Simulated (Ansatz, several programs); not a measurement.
LiCl in the zincblende structure, relaxed with PBE in Ansatz (plane waves, PAW): the symmetry is F-43m (No. 216, cubic); a = 5.515 Å in the conventional setting, 20.97 Å³ an atom. Li is surrounded by 4 Cl at 2.39 Å; Cl is surrounded by 4 Li at 2.39 Å. The cell was then scaled with its shape and fractional coordinates held. No spin polarisation. The prototype was imposed, so other structures may be more stable.

```tsv
V (Å³/atom)	E (meV/atom)
19.708	6.49
20.337	1.57
20.966	0.00
22.224	5.07
```

(1) Pass a cubic E = c₀ + c₁u + c₂u² + c₃u³, with u = V − 20.809 Å³, through these points.

(2) Where is the minimum, and what bulk modulus follows?

(3) Predict the energy and the pressure at the withheld volume, 21.595 Å³.

Results:

(1) c₀ = 0.10, c₁ = -1.246, c₂ = 3.797, c₃ = -0.3081 (meV and Å³).

(2) dE/du = 0 at u = +0.168, so V₀ = 20.98 Å³. B = V₀ d²E/dV² = 20.98 × (2c₂ + 6c₃u) = 20.98 × 7.285 = 153 meV/Å³, and 1 meV/Å³ is 0.16022 GPa: 24 GPa. A third-order Birch-Murnaghan fit to all five points gives 20.98 Å³ and 24 GPa.

(3) With u = +0.786: E ≈ 1.32 meV and P = −dE/dV ≈ -0.67 GPa. The run gives 1.30 meV and, from its stress, -0.66 GPa.
